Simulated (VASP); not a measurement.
# NiO (Fm-3m) in VASP: notebook

Aim: see how the results for NiO move with the level of theory and the settings. Levels: RPBE+D3, RPBE+D3(BJ). Tasks: relaxation of cell and atoms.

Everything below comes from runs of VASP 6.6.1. Logs are shortened: lines on timing, memory, paths and dates and some standing lists are left out, and cuts for length are marked.

## (1) Starting point

Symmetry: Fm-3m, No. 225, cubic system. The conventional cell has a = 4.172 Å, b = 4.172 Å, c = 4.172 Å, α = 90.00°, β = 90.00°, γ = 90.00°. Ni (site symmetry m-3m) is surrounded by 6 O at 2.09 Å. O (site symmetry m-3m) is surrounded by 6 Ni at 2.09 Å.

## (2) Relaxation of cell and atoms, RPBE+D3, collinear spin, ferromagnetic start

INCAR

```
PREC = Accurate
ENCUT = 600
EDIFF = 1E-6
ISMEAR = -1
SIGMA = 0.05
LREAL = False
LASPH = True
NELM = 100
ALGO = Normal
ISIF = 3
LWAVE = False
LCHARG = False
ISPIN = 2
MAGMOM = 1 0
LORBIT = 11
LMAXMIX = 4
GGA = RP
IVDW = 11
IBRION = 2
NSW = 40
EDIFFG = -0.01
```

KPOINTS

```
regular mesh
0
Gamma
  11 11 11
```

POSCAR

```
NiO
1.0
    0.0000000000      2.0859016414      2.0859016414
    2.0859016414      0.0000000000      2.0859016414
    2.0859016414      2.0859016414      0.0000000000
Ni O
1 1
Direct
    0.0000000000      0.0000000000      0.0000000000
    0.5000000000      0.5000000000      0.5000000000
```

Potentials or basis: VASP PAW PBE potentials, release 64 (Ni, O).

Command:

```console
$ cat potpaw_PBE.64/Ni/POTCAR potpaw_PBE.64/O/POTCAR > POTCAR
$ mpirun -np 1 vasp_std > vasp.out
```

OUTCAR:

```text
PREC = Accurate
   ENCUT = 600
   EDIFF = 1E-6
   ISMEAR = -1
   LREAL = False
   LASPH = True
   NELM = 100
   ISIF = 3
   ISPIN = 2
   LORBIT = 11
   GGA = RP
   IVDW = 11
   IBRION = 2
   NSW = 40
   EDIFFG = -0.01
 IVDW          = 11

 ion  position               nearest neighbor table
   1  0.000  0.000  0.000-   2 2.09   2 2.09   2 2.09   2 2.09   2 2.09   2 2.09
   2  0.500  0.500  0.500-   1 2.09   1 2.09   1 2.09   1 2.09   1 2.09   1 2.09

  LATTYP: Found a face centered cubic cell.
 ALAT       =     4.1718032828

  Lattice vectors:

 A1 = (   0.0000000000,   2.0859016414,   2.0859016414)
 A2 = (   2.0859016414,   0.0000000000,   2.0859016414)
 A3 = (   2.0859016414,   2.0859016414,   0.0000000000)

Analysis of symmetry for initial positions (statically):
=====================================================================
 Subroutine PRICEL returns:
 Original cell was already a primitive cell.

 Routine SETGRP: Setting up the symmetry group for a
 face centered cubic supercell.

 Subroutine GETGRP returns: Found 48 space group operations
 (whereof 48 operations were pure point group operations)
 out of a pool of 48 trial point group operations.

The static configuration has the point symmetry O_h .

Analysis of symmetry for dynamics (positions and initial velocities):
=====================================================================
 Subroutine PRICEL returns:
 Original cell was already a primitive cell.

 Routine SETGRP: Setting up the symmetry group for a
 face centered cubic supercell.

 Subroutine GETGRP returns: Found 48 space group operations
 (whereof 48 operations were pure point group operations)
 out of a pool of 48 trial point group operations.

The dynamic configuration has the point symmetry O_h .

Analysis of structural, dynamic, and magnetic symmetry:
=====================================================================
 Subroutine PRICEL returns:
 Original cell was already a primitive cell.

 Routine SETGRP: Setting up the symmetry group for a
 face centered cubic supercell.

 Subroutine GETGRP returns: Found 48 space group operations
 (whereof 48 operations were pure point group operations)
 out of a pool of 48 trial point group operations.

The overall configuration has the point symmetry O_h .

 Subroutine INISYM returns: Found 48 space group operations
 (whereof 48 operations are pure point group operations),
 and found     1 'primitive' translations

----------------------------------------------------------------------------------------

                                     Primitive cell

[... 108 lines left out ...]
   IMIX   =      4    mixing-type and parameters
     AMIX     =   0.40;   BMIX     =  1.00
     AMIX_MAG =   1.60;   BMIX_MAG =  1.00
  volume/ion in A,a.u.               =       9.08        61.25
  Fermi-wavevector in a.u.,A,eV,Ry     =   1.569680  2.966264 33.523312  2.463894
  Thomas-Fermi vector in A             =   2.671526
   LORBIT       =     11    0 simple, 1 ext, 2 COOP (PROOUT), +10 PAW based schemes
   GGA     = RP    functional components
   LHFCALC =     F    Hartree Fock is set to
   AEXX    =    0.0000 exact exchange contribution
   IVDW    =    11    specifies the selected vdW correction
   LEPSILON=     F    determine dielectric tensor
   LRPA    =     F    only Hartree local field effects (RPA)
 conjugate gradient relaxation of ions
 spin polarized calculation
  energy-cutoff  :      600.00
  volume of cell :       18.15
 maximum number of plane-waves:       620
   NGX = 11   NGY = 11   NGZ = 11

--------------------------------------- Ionic step        1  -------------------------------------------

 number of electron      16.0000001 magnetization       1.7981620

 Free energy of the ion-electron system (eV)
  ---------------------------------------------------
  ext. energy  EPLUGINS =         0.00000000
  ---------------------------------------------------
  free energy    TOTEN  =       -10.58169827 eV

  energy without entropy =      -10.57315675  energy(sigma->0) =      -10.57742751

------------------------ aborting loop because EDIFF is reached ----------------------------------------

 Edisp (eV)   -0.63761

 E8    (eV) :    -0.1445
[... 71 lines left out ...]
--------------------------------------- Ionic step        3  -------------------------------------------

 number of electron      16.0000016 magnetization       1.8811791

 Free energy of the ion-electron system (eV)
  ---------------------------------------------------
  ext. energy  EPLUGINS =         0.00000000
  ---------------------------------------------------
  free energy    TOTEN  =       -10.62613017 eV

  energy without entropy =      -10.61935193  energy(sigma->0) =      -10.62274105

 E-fermi :   7.4159     XC(G=0): -12.2367

 val. band max:        7.3801065566   @ k =   0.0909   0.0000   0.0000
 cond. band min:       7.4181656480   @ k =   0.4545   0.4545   0.0000
 fundamental gap:      0.0380590914
 Fermi energy:         7.4159181042

 spin component 1

 k-point     1 :       0.0000    0.0000    0.0000
  band No.  band energies     occupation
      1     -12.5768      1.00000
      2       4.1948      1.00000
      3       4.1949      1.00000
      4       4.6545      1.00000
      5       4.6545      1.00000
      6       4.6545      1.00000
      7       4.7762      1.00000
      8       4.7763      1.00000
      9       4.7763      1.00000
     10       8.7907      0.00000
     11      25.2270      0.00000
     12      26.0706      0.00000
     13      26.0707      0.00000
[... 356 lines left out ...]
      2       1.1470      1.00000
      3       2.1376      1.00000
      4       2.8803      1.00000
      5       4.7653      1.00000
      6       5.0727      1.00000
      7       5.7238      1.00000
      8       5.8160      1.00000
      9       7.1827      0.99067
     10      12.4901      0.00000
     11      19.4965      0.00000
     12      20.3312      0.00000
     13      23.4736      0.00000

 [... further k-points ...]

 spin component 2

 k-point     1 :       0.0000    0.0000    0.0000
  band No.  band energies     occupation
      1     -12.0931      1.00000
      2       5.2173      1.00000
      3       5.2173      1.00000
      4       5.2174      1.00000
      5       5.6412      1.00000
      6       5.6412      1.00000
      7       5.6416      1.00000
      8       7.0308      0.99955
      9       7.0316      0.99954
     10       9.1510      0.00000
     11      25.1143      0.00000
     12      26.2578      0.00000
     13      26.2579      0.00000
[... 401 lines left out ...]
  FREE ENERGIE OF THE ION-ELECTRON SYSTEM (eV)
  ---------------------------------------------------
  free  energy   TOTEN  =       -11.2433893492 eV

  energy  without entropy=      -11.2366111139  energy(sigma->0) =      -11.24000023

 reached required accuracy - stopping structural energy minimisation

 total charge

# of ion       s       p       d       tot
------------------------------------------
    1        0.316   0.371   8.197   8.884
    2        1.558   3.421   0.000   4.979
--------------------------------------------------
tot          1.874   3.792   8.197  13.863

 magnetization (x)

# of ion       s       p       d       tot
------------------------------------------
    1        0.010   0.013   1.518   1.541
    2        0.027   0.267   0.000   0.294
--------------------------------------------------
tot          0.037   0.281   1.518   1.835
```

OSZICAR:

```text
N       E                     dE             d eps       ncg     rms          rms(c)
DAV:   1     0.977742577021E+02    0.97774E+02   -0.85391E+03  2952   0.170E+03
DAV:   2    -0.608340082601E+01   -0.10386E+03   -0.91676E+02  3107   0.311E+02
[... 32 lines left out ...]
DAV:   4    -0.106271169714E+02    0.20565E-02   -0.63754E-03  4158   0.195E+00    0.312E-01
DAV:   5    -0.106263658468E+02    0.75112E-03   -0.13713E-03  4261   0.636E-01    0.220E-01
DAV:   6    -0.106261388891E+02    0.22696E-03   -0.49498E-04  3481   0.327E-01    0.833E-02
DAV:   7    -0.106261263021E+02    0.12587E-04   -0.85060E-05  4115   0.172E-01    0.404E-02
DAV:   8    -0.106261298756E+02   -0.35736E-05   -0.13908E-05  3348   0.480E-02    0.128E-02
DAV:   9    -0.106261301661E+02   -0.29051E-06   -0.20855E-06  2461   0.299E-02
   3 F= -.11243389E+02 E0= -.11240000E+02  d E =-.240825E-01  mag=     1.8814
```

Run time: 70 s. Hardware: 1 thread of Intel Xeon Platinum 8375C at 2.90GHz (Ice Lake), shared host; peak memory 0.18 GiB.

What came out:

```
Free energy                                           : -11.2434 eV
Relaxed volume                                        : 9.51 Å³/atom
Relaxed cell                                          : a = 2.997 Å, b = 2.997 Å, c = 2.997 Å, α = 60.00°, β = 60.00°, γ = 60.00°
Space group after relaxing (to 0.05 Å)                : Fm-3m (No. 225)
Energy gained by relaxing                             : 12.0 meV/atom
Ionic steps                                           : 3
Pressure after relaxing                               : 0.1 GPa
Band gap on the k mesh                                : none (metal or under the smearing width)
Net moment                                            : 1.88 μB per cell
Site moments                                          : Ni +1.54; O +0.29 μB
Valence electrons inside the program's atomic spheres : Ni 8.88; O 4.98
Dispersion energy per atom                            : -0.309 eV
```

The path:
```tsv
step	energy change (eV)	largest force (eV/Å)	pressure (GPa)	volume (Å³)
1	0.0000	0.0000	9.36	18.15
2	-0.0160	0.0000	-4.57	19.58
3	-0.0241	0.0000	0.06	19.03
```

Final structure:
```
Ni O
1.0
     0.00000    2.11888    2.11888
     2.11888    0.00000    2.11888
     2.11888    2.11888    0.00000
Ni O
1 1
Direct
  0.00000 0.00000 0.00000
  0.50000 0.50000 0.50000
```

Levels at points of the mesh, in eV from the Fermi level:
Spin up:
| k point | band 5 | band 6 | band 7 | band 8 | band 9 | band 10 | band 11 | band 12 | band 13 |
| --- | --- | --- | --- | --- | --- | --- | --- | --- | --- |
| (0.00, 0.00, 0.00) | -2.76 | -2.76 | -2.64 | -2.64 | -2.64 | 1.37 | 17.81 | 18.65 | 18.65 |
Spin down:
```
           k point  band 3  band 4  band 5  band 6  band 7  band 8  band 9  band 10  band 11  band 12
(0.00, 0.00, 0.00)   -2.20   -2.20   -1.77   -1.77   -1.77   -0.39   -0.38     1.74    17.70    18.84
```

Caveat: the PAW data sets were made with another functional, which shifts forces and pressure a little; a cell with one magnetic atom can't hold antiferromagnetic order, which such compounds often take; semilocal functionals often make such compounds metallic where correlation or magnetic order opens a gap, which also shifts bond lengths; pairwise dispersion overbinds metals, which lowers pressure and volume.

[end of part 1 of 2]
